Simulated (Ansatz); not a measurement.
## BeTe: relaxed-ion elastic tensor

Level of theory: DFT PBE, scalar-relativistic, plane waves, PAW (Ansatz 0.2.0). Cutoff 420 eV, 8×8×8 k-points (Γ-centred), fixed occupations. No spin polarisation.

Equilibrium structure at this level:
```yaml
crystal:
  lattice:
    - [0.00000, 2.83197, 2.83197]
    - [2.83197, 0.00000, 2.83197]
    - [2.83197, 2.83197, 0.00000]
  atoms:
    - { symbol: Be, position: [0.00000, 0.00000, 0.00000] }
    - { symbol: Te, position: [0.75000, 0.75000, 0.75000] }
```

It was relaxed at this level from a cell as deposited in COD. Spin–orbit coupling is left out, which matters for heavy elements.

(1) Give the relaxed-ion elastic constants (GPa, Voigt order xx yy zz yz xz xy, on the Cartesian axes of the cell above).

(2) Is the crystal stable against homogeneous strain?

(3) And the moduli of a polycrystal (Hill averages)?

Answers

(1)
```
96.5 36.4 36.4  0.0  0.0  0.0
36.4 96.5 36.4  0.0  0.0  0.0
36.4 36.4 96.5  0.0  0.0  0.0
 0.0  0.0  0.0 49.4  0.0  0.0
 0.0  0.0  0.0  0.0 49.4  0.0
 0.0  0.0  0.0  0.0  0.0 49.4
```

(2) Yes: the least eigenvalue of the tensor is 49.4 GPa.

(3) B = 56 GPa, G = 40 GPa, E = 98 GPa, ν = 0.21.
